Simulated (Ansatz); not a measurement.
Crystal: Zn.

```xyz
1
Lattice="-1.5936 1.7766 1.7460 1.5039 -1.5066 1.3864 1.5441 1.4572 -1.4760" Properties=species:S:1:pos:R:3 pbc="T T T"
Zn    0.0000    0.0000    0.0000
```

The cell isn't the ideal one: cell sheared at random, sigma 0.06, atoms nudged by 0.01 Å.

| Property | Result |
| --- | --- |
| Program | Ansatz 0.2.0 |
| Task | relaxation of cell and atoms |
| Functional | PBEsol0 |
| Potentials or basis | Ansatz PAW |
| Cutoff | 420 eV (not typed: the program's choice for these potentials) |
| k mesh | 6 × 6 × 6 |
| Occupations | fermi-dirac, width 0.05 eV |
| Spin | no spin polarisation |

At the start: volume 15.31 Å³/atom.

Q: How do energy, volume and symmetry change on relaxing?

A: It ends after 5 steps and the volume is 14.96 Å³/atom (-2.3 %); space group C2/m (No. 12, to 0.05 Å).

The path:
| step | energy change (eV) | largest force (eV/Å) | volume (Å³) |
| --- | --- | --- | --- |
| 1 | 0.0000 | 0.0000 | 15.31 |
| 2 | -0.0090 | 0.0000 | 15.06 |
| 3 | -0.0111 | 0.0000 | 14.95 |
| 4 | -0.0111 | 0.0000 | 14.96 |
| 5 | -0.0108 | 0.0000 | 14.96 |

Final structure:
```
CELL_PARAMETERS angstrom
-1.63090 1.74136 1.74527
1.52912 -1.49551 1.39574
1.52867 1.39898 -1.49273
ATOMIC_POSITIONS crystal
Zn 0.00000 0.00000 0.00000
```

Caveat: the k mesh is coarse (spacing up to 0.50 Å⁻¹), so the values aren't converged, least of all with exact exchange; the plane-wave basis is chosen anew once the cell has moved, so the energies of steps on either side of that aren't comparable; the PAW data sets come from PBE, with cores solved anew for the run's functional, which leaves a small shift of forces and pressure.
